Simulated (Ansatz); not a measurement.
# ZnSe: the cost of one run

Method: DFT PBEsol, scalar-relativistic, plane waves, PAW, in Ansatz 0.2.0.

4 further runs of the same task are left out: 4 set aside as unsound or not needed.

## 1. The starting structure

It takes space group F-43m (No. 216, cubic). Conventional cell: a = 5.633 Å, b = 5.633 Å, c = 5.633 Å, α = 90.00°, β = 90.00°, γ = 90.00°. Around Zn (site symmetry -43m) lie 4 Se at 2.44 Å. Se (site symmetry -43m) has 4 Zn at 2.44 Å as nearest neighbours.

Coordinates:

```cif
data_structure
_symmetry_space_group_name_H-M 'F-43m'
_symmetry_Int_Tables_number 216
_cell_length_a 5.6332
_cell_length_b 5.6332
_cell_length_c 5.6332
_cell_angle_alpha 90.000
_cell_angle_beta 90.000
_cell_angle_gamma 90.000
_cell_volume 178.76
loop_
_atom_site_label
_atom_site_type_symbol
_atom_site_symmetry_multiplicity
_atom_site_Wyckoff_symbol
_atom_site_fract_x
_atom_site_fract_y
_atom_site_fract_z
_atom_site_occupancy
Zn1 Zn 4 a 0.00000 0.00000 0.00000 1
Se1 Se 4 c 0.25000 0.25000 0.25000 1
```

It is the result of an earlier relaxation at this level (volume 22.34 Å³/atom; gap on the mesh: 1.24 eV).

## 2. Relaxing at 3 GPa

What is minimised here is the enthalpy; the energy can go up as the cell is squeezed.

input.yaml reads:

```yaml
crystal:
  lattice:
    - [0.0, 2.816600256, 2.816600256]
    - [2.816600256, 0.0, 2.816600256]
    - [2.816600256, 2.816600256, 0.0]
  atoms:
    - { symbol: Zn, position: [0.0, 0.0, 0.0] }
    - { symbol: Se, position: [0.75, 0.75, 0.75] }
basis:
  ecutwfc: 420
kpoints:
  mp_grid: { grid: [8, 8, 8] }
hamiltonian:
  xc: pbesol
scf:
  occupations: { method: fixed }
output:
  forces: true
  stress: true
  eigenvalues: true
  write_density: true
  write_potential: true
  elf: true
  volumetric_format: npy
relax:
  adjacent_minimum: "off"
  f_tol: 0.001
  max_steps: 60
  cell: { stress_tol: 0.02, p_target: 3.0 }
```

Run with:

```console
$ ansatz run input.yaml --threads 1 --pin off --max-ram 3072MiB --backend cpu --events-out ev --progress --plain --runs-dir out
```

What time and memory should one allow on 1 thread of Intel Xeon Platinum 8488C (Sapphire Rapids), shared host?

About 17 s, with a peak of 0.37 GiB.
